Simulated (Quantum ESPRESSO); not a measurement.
# Nb (Fm-3m) in Quantum ESPRESSO: further runs, part 3 of 3

Quantum ESPRESSO 7.5. The steps go on from the part before.

**5. Phonon dispersion, PBE**

Contents of pw.in:

```
&CONTROL
  calculation = 'scf'
  prefix = 'pwscf'
  outdir = './tmp'
  pseudo_dir = './pseudo'
  tprnfor = .true.
  tstress = .true.
  disk_io = 'low'
/
&SYSTEM
  ibrav = 0
  nat = 1
  ntyp = 1
  ecutwfc = 45
  ecutrho = 360
  nbnd = 12
  occupations = 'smearing'
  smearing = 'mp'
  degauss = 0.01999163
/
&ELECTRONS
  conv_thr = 2d-10
  electron_maxstep = 120
  mixing_beta = 0.5
/
ATOMIC_SPECIES
Nb    92.9064 nb_pbe_v1.uspp.F.UPF
CELL_PARAMETERS angstrom
   0.0000000000    2.1150000000    2.1150000000
   2.1150000000    0.0000000000    2.1150000000
   2.1150000000    2.1150000000    0.0000000000
ATOMIC_POSITIONS crystal
Nb     0.0000000000    0.0000000000    0.0000000000
K_POINTS automatic
12 12 12 0 0 0
```

Contents of relax.in:

```
&CONTROL
  calculation = 'vc-relax'
  prefix = 'pwscf'
  outdir = './tmp'
  pseudo_dir = './pseudo'
  tprnfor = .true.
  tstress = .true.
  disk_io = 'low'
  nstep = 40
  forc_conv_thr = 0.0001
  etot_conv_thr = 1d-06
/
&SYSTEM
  ibrav = 0
  nat = 1
  ntyp = 1
  ecutwfc = 45
  ecutrho = 360
  nbnd = 12
  occupations = 'smearing'
  smearing = 'mp'
  degauss = 0.01999163
/
&ELECTRONS
  conv_thr = 2d-10
  electron_maxstep = 120
  mixing_beta = 0.5
/
&IONS
  ion_dynamics = 'bfgs'
/
&CELL
  cell_dynamics = 'bfgs'
  press = 0
  press_conv_thr = 0.2
/
ATOMIC_SPECIES
Nb    92.9064 nb_pbe_v1.uspp.F.UPF
CELL_PARAMETERS angstrom
   0.0000000000    2.1150000000    2.1150000000
   2.1150000000    0.0000000000    2.1150000000
   2.1150000000    2.1150000000    0.0000000000
ATOMIC_POSITIONS crystal
Nb     0.0000000000    0.0000000000    0.0000000000
K_POINTS automatic
12 12 12 0 0 0
```

Contents of scf2.in:

```
&CONTROL
  calculation = 'scf'
  prefix = 'pwscf'
  outdir = './tmp'
  pseudo_dir = './pseudo'
  tprnfor = .true.
  tstress = .true.
  disk_io = 'low'
/
&SYSTEM
  ibrav = 0
  nat = 1
  ntyp = 1
  ecutwfc = 45
  ecutrho = 360
  nbnd = 12
  occupations = 'smearing'
  smearing = 'mp'
  degauss = 0.01999163
/
&ELECTRONS
  conv_thr = 1d-13
  electron_maxstep = 120
  mixing_beta = 0.5
  startingpot = 'file'
  startingwfc = 'file'
/
ATOMIC_SPECIES
Nb    92.9064 nb_pbe_v1.uspp.F.UPF
CELL_PARAMETERS angstrom
   0.0000000000    2.1073283030    2.1073283030
   2.1073283030    0.0000000000    2.1073283030
   2.1073283030    2.1073283030    0.0000000000
ATOMIC_POSITIONS crystal
Nb     0.0000000000    0.0000000000    0.0000000000
K_POINTS automatic
12 12 12 0 0 0
```

Contents of ph.in:

```
phonon_bands of Nb
&INPUTPH
  prefix = 'pwscf'
  outdir = './tmp'
  tr2_ph = 1d-18
  fildyn = 'dyn'
  niter_ph = 90
  alpha_mix(1) = 0.4
  ldisp = .true.
  nq1 = 3
  nq2 = 3
  nq3 = 3
/
```

Contents of q2r.in:

```
&INPUT
  fildyn = 'dyn'
  zasr = 'crystal'
  flfrc = 'fc'
/
```

Contents of matdyn.in:

```
&INPUT
  asr = 'crystal'
  flfrc = 'fc'
  flfrq = 'freq'
  q_in_cryst_coord = .true.
  flvec = ' '
/
80
 0.0000000000  0.0000000000  0.0000000000
 0.0454545455  0.0000000000  0.0454545455
 0.0909090909  0.0000000000  0.0909090909
 0.1363636364  0.0000000000  0.1363636364
 0.1818181818  0.0000000000  0.1818181818
 0.2272727273  0.0000000000  0.2272727273
 0.2727272727  0.0000000000  0.2727272727
 0.3181818182  0.0000000000  0.3181818182
 0.3636363636  0.0000000000  0.3636363636
 0.4090909091  0.0000000000  0.4090909091
 0.4545454545  0.0000000000  0.4545454545
 0.5000000000  0.0000000000  0.5000000000
 0.5000000000  0.0500000000  0.5500000000
 0.5000000000  0.1000000000  0.6000000000
 0.5000000000  0.1500000000  0.6500000000
 0.5000000000  0.2000000000  0.7000000000
 0.5000000000  0.2500000000  0.7500000000
 0.4687500000  0.2812500000  0.7500000000
 0.4375000000  0.3125000000  0.7500000000
 0.4062500000  0.3437500000  0.7500000000
 0.3750000000  0.3750000000  0.7500000000
 0.3461538462  0.3461538462  0.6923076923
 0.3173076923  0.3173076923  0.6346153846
 0.2884615385  0.2884615385  0.5769230769
 0.2596153846  0.2596153846  0.5192307692
 0.2307692308  0.2307692308  0.4615384615
 0.2019230769  0.2019230769  0.4038461538
 0.1730769231  0.1730769231  0.3461538462
 0.1442307692  0.1442307692  0.2884615385
 0.1153846154  0.1153846154  0.2307692308
 0.0865384615  0.0865384615  0.1730769231
 0.0576923077  0.0576923077  0.1153846154
 0.0288461538  0.0288461538  0.0576923077
 0.0000000000  0.0000000000  0.0000000000
 0.0454545455  0.0454545455  0.0454545455
 0.0909090909  0.0909090909  0.0909090909
 0.1363636364  0.1363636364  0.1363636364
 0.1818181818  0.1818181818  0.1818181818
 0.2272727273  0.2272727273  0.2272727273
 0.2727272727  0.2727272727  0.2727272727
 0.3181818182  0.3181818182  0.3181818182
 0.3636363636  0.3636363636  0.3636363636
 0.4090909091  0.4090909091  0.4090909091
 0.4545454545  0.4545454545  0.4545454545
 0.5000000000  0.5000000000  0.5000000000
 0.5178571429  0.4642857143  0.5178571429
 0.5357142857  0.4285714286  0.5357142857
 0.5535714286  0.3928571429  0.5535714286
 0.5714285714  0.3571428571  0.5714285714
 0.5892857143  0.3214285714  0.5892857143
 0.6071428571  0.2857142857  0.6071428571
 0.6250000000  0.2500000000  0.6250000000
 0.5937500000  0.2500000000  0.6562500000
 0.5625000000  0.2500000000  0.6875000000
 0.5312500000  0.2500000000  0.7187500000
 0.5000000000  0.2500000000  0.7500000000
 0.5000000000  0.2750000000  0.7250000000
 0.5000000000  0.3000000000  0.7000000000
 0.5000000000  0.3250000000  0.6750000000
 0.5000000000  0.3500000000  0.6500000000
 0.5000000000  0.3750000000  0.6250000000
 0.5000000000  0.4000000000  0.6000000000
 0.5000000000  0.4250000000  0.5750000000
 0.5000000000  0.4500000000  0.5500000000
 0.5000000000  0.4750000000  0.5250000000
 0.5000000000  0.5000000000  0.5000000000
 0.4861111111  0.4861111111  0.5277777778
 0.4722222222  0.4722222222  0.5555555556
 0.4583333333  0.4583333333  0.5833333333
 0.4444444444  0.4444444444  0.6111111111
 0.4305555556  0.4305555556  0.6388888889
 0.4166666667  0.4166666667  0.6666666667
 0.4027777778  0.4027777778  0.6944444444
 0.3888888889  0.3888888889  0.7222222222
 0.3750000000  0.3750000000  0.7500000000
 0.6250000000  0.2500000000  0.6250000000
 0.5937500000  0.1875000000  0.5937500000
 0.5625000000  0.1250000000  0.5625000000
 0.5312500000  0.0625000000  0.5312500000
 0.5000000000  0.0000000000  0.5000000000
```

Contents of matdyn_dos.in:

```
&INPUT
  asr = 'crystal'
  flfrc = 'fc'
  dos = .true.
  fldos = 'phdos'
  nk1 = 18
  nk2 = 18
  nk3 = 18
  deltaE = 1
  flvec = ' '
  flfrq = ' '
/
```

Contents of matdyn_mesh.in:

```
&INPUT
  asr = 'crystal'
  flfrc = 'fc'
  flfrq = 'mesh'
  q_in_cryst_coord = .true.
  flvec = ' '
/
1000
 0.05000000  0.05000000  0.05000000
 0.05000000  0.05000000  0.15000000
 0.05000000  0.05000000  0.25000000
[... 997 further points of the even 10 x 10 x 10 mesh, shifted by half a step ...]
```

Potentials or basis: GBRV 1.5 PBE.

Launch:

```console
$ OMP_NUM_THREADS=1 pw.x -in pw.in > pw.out
$ OMP_NUM_THREADS=1 pw.x -in relax.in > relax.out
$ OMP_NUM_THREADS=1 pw.x -in scf2.in > scf2.out
$ OMP_NUM_THREADS=1 ph.x -in ph.in > ph.out
$ OMP_NUM_THREADS=1 q2r.x -in q2r.in > q2r.out
$ OMP_NUM_THREADS=1 matdyn.x -in matdyn.in > matdyn.out
$ OMP_NUM_THREADS=1 matdyn.x -in matdyn_dos.in > matdyn_dos.out
$ OMP_NUM_THREADS=1 matdyn.x -in matdyn_mesh.in > matdyn_mesh.out
```

pw.out:

```text
This program is part of the open-source Quantum ESPRESSO suite
     for quantum simulation of materials; please cite
[... 9 lines left out ...]
     --------------------
     sticks:   dense  smooth     PW     G-vecs:    dense   smooth      PW
     Sum         793     397    127                14649     5161     965

     Using Slab Decomposition

     bravais-lattice index     =            0
     lattice parameter (alat)  =       5.6523  a.u.
     unit-cell volume          =     127.6902 (a.u.)^3
     number of atoms/cell      =            1
     number of atomic types    =            1
     number of electrons       =        13.00
     number of Kohn-Sham states=           12
     kinetic-energy cutoff     =      45.0000  Ry
     charge density cutoff     =     360.0000  Ry
     scf convergence threshold =      2.0E-10
     mixing beta               =       0.5000
     number of iterations used =            8  plain     mixing
[... 190 lines left out ...]
    19.9834  19.9834  29.0983  33.8219
[... 308 lines left out ...]
   -37.2412 -13.7809 -13.5723 -13.2523  14.3867  15.2105  17.5744  19.8331
    21.8495  25.9802  26.6986  29.8388

          k =-0.7071 0.1179-0.0000 (   650 PWs)   bands (ev):

   -37.2374 -13.9376 -13.3594 -13.3174  13.5817  14.2909  19.4930  21.2643
    22.4737  23.8885  28.2998  28.4525

          k =-0.2357-0.4714 0.7071 (   656 PWs)   bands (ev):
[... 36 lines left out ...]
   -37.2370 -13.6552 -13.6552 -13.3319  14.7006  16.2090  16.2090  19.1835
    22.4789  27.2816  27.2816  28.1444

     the Fermi energy is    17.3313 ev

!    total energy              =    -117.90864120 Ry
     estimated scf accuracy    <          2.2E-11 Ry
     smearing contrib. (-TS)   =      -0.00001044 Ry
     internal energy E=F+TS    =    -117.90863075 Ry

     The total energy is F=E-TS. E is the sum of the following terms:
     one-electron contribution =     -18.10969984 Ry
     hartree contribution      =      15.52146809 Ry
     xc contribution           =     -18.38693217 Ry
     ewald contribution        =     -96.93346683 Ry

     convergence has been achieved in   8 iterations

     Forces acting on atoms (cartesian axes, Ry/au):

     atom    1 type  1   force =     0.00000000    0.00000000    0.00000000

     Total force =     0.000000     Total SCF correction =     0.000000

     Computing stress (Cartesian axis) and pressure

          total   stress  (Ry/bohr**3)                   (kbar)     P=      -17.53
  -0.00011916  -0.00000000  -0.00000000          -17.53       -0.00       -0.00
  -0.00000000  -0.00011916  -0.00000000           -0.00      -17.53       -0.00
  -0.00000000  -0.00000000  -0.00011916           -0.00       -0.00      -17.53

=------------------------------------------------------------------------------=
   JOB DONE.
=------------------------------------------------------------------------------=
```

relax.out:

```text
This program is part of the open-source Quantum ESPRESSO suite
     for quantum simulation of materials; please cite
[... 9 lines left out ...]
     --------------------
     sticks:   dense  smooth     PW     G-vecs:    dense   smooth      PW
     Sum         793     397    127                14649     5161     965
[... 2593 lines left out ...]
   0.00000023   0.00000000   0.00000000            0.03        0.00        0.00
   0.00000000   0.00000023   0.00000000            0.00        0.03        0.00
   0.00000000   0.00000000   0.00000023            0.00        0.00        0.03

=------------------------------------------------------------------------------=
   JOB DONE.
=------------------------------------------------------------------------------=
```

Run time: 14 min. Hardware: 1 thread of Intel Xeon Platinum 8375C at 2.90GHz (Ice Lake), shared host; peak memory 0.09 GiB.

What came out:

```yaml
Free_energy: -1604.2296 eV
Relaxed_volume: 18.72 Å³/atom
Relaxed_cell: a = 2.980 Å, b = 2.980 Å, c = 2.980 Å, α = 60.00°, β = 60.00°, γ = 60.00°
Space_group_after_relaxing_to_0.05_Å: Fm-3m (No. 225)
Pressure_after_relaxing: 0.0 GPa
Band_gap_on_the_k_mesh: none (metal or under the smearing width)
Highest_phonon_frequency: 240 cm⁻¹
Most_unstable_mode: 87i cm⁻¹
```

The path:
| step | energy change (eV) | largest force (eV/Å) | pressure (GPa) | volume (Å³) |
| --- | --- | --- | --- | --- |
| 1 | 0.0000 | 0.0000 | -1.75 | 18.92 |
| 2 | -0.0011 | 0.0000 | -0.32 | 18.75 |
| 3 | -0.0011 | 0.0000 | 0.01 | 18.72 |
| 4 | -0.0011 | 0.0000 | 0.00 | 18.72 |

Final structure:
```
Nb
1.0
     0.00000    2.10733    2.10733
     2.10733    0.00000    2.10733
     2.10733    2.10733    0.00000
Nb
1
Cartesian
  0.0000 0.0000 0.0000
```

Phonon frequencies in cm⁻¹ (negative: imaginary):
```tsv
q point	frequencies
(0.000, 0.000, 0.000)	0 0 0
(0.318, 0.000, 0.318)	88 88 168
(0.500, 0.150, 0.650)	137 148 191
(0.346, 0.346, 0.692)	75 173 190
(0.144, 0.144, 0.288)	-82 41 141
(0.091, 0.091, 0.091)	-33 -33 63
(0.409, 0.409, 0.409)	-84 -84 229
(0.589, 0.321, 0.589)	60 140 209
(0.500, 0.275, 0.725)	133 168 177
(0.500, 0.450, 0.550)	-76 -61 237
(0.431, 0.431, 0.639)	8 103 221
(0.562, 0.125, 0.562)	121 146 199
```

Phonon frequencies at the corners of the path (cm⁻¹, interpolated; i marks imaginary ones):
```csv
point,frequencies
Γ,0 0 0
X,129 129 204
W,141 171 171
K,95 178 184
L,85i 85i 240
U,95 178 184
```

Phonon states per cell in windows of 20 cm⁻¹ (negative: imaginary):
```
from (cm⁻¹)  total
       -100   0.07
        -80   0.22
        -60   0.14
        -40   0.11
        -20   0.10
          0   0.08
         20   0.10
         40   0.13
         60   0.18
         80   0.22
        100   0.26
        120   0.25
        140   0.20
        160   0.14
        180   0.41
        200   0.28
        220   0.10
```

Caveat: some modes are imaginary; the q mesh is small, so phonon branches between its points and thermal values are rough.

**6. Summary**

| task | level | potentials or basis | k mesh | smearing | form of the LDA correlation | q mesh | gap on the mesh (eV) | pressure (GPa) |
| --- | --- | --- | --- | --- | --- | --- | --- | --- |
| phonons | PBEsol | GBRV 1.5 PBEsol | 11 × 11 × 11 | gaussian 0.272 eV | - | - | none | 0.0 |
| phonons | PBE | GBRV 1.5 PBE | 11 × 11 × 11 | gaussian 0.136 eV | - | - | none | 0.0 |
| phonons | LDA | GBRV 1.5 LDA | 11 × 11 × 11 | gaussian 0.2 eV | PZ81 | - | none | 0.0 |
| phonon dispersion | PBE | GBRV 1.5 PBE | 12 × 12 × 12 | methfessel-paxton 0.272 eV | - | 3 × 3 × 3 | none | 0.0 |

Alike in all rows: no spin polarisation; cell relaxed; cutoff (eV) 612.

Caveats: the q point doesn't lie on the k mesh, which can shift a metal's frequencies strongly unless the mesh is converged (some runs); some modes are imaginary (some runs).

Total energies depend on the potentials used, so only differences within one code and one set of settings carry meaning.
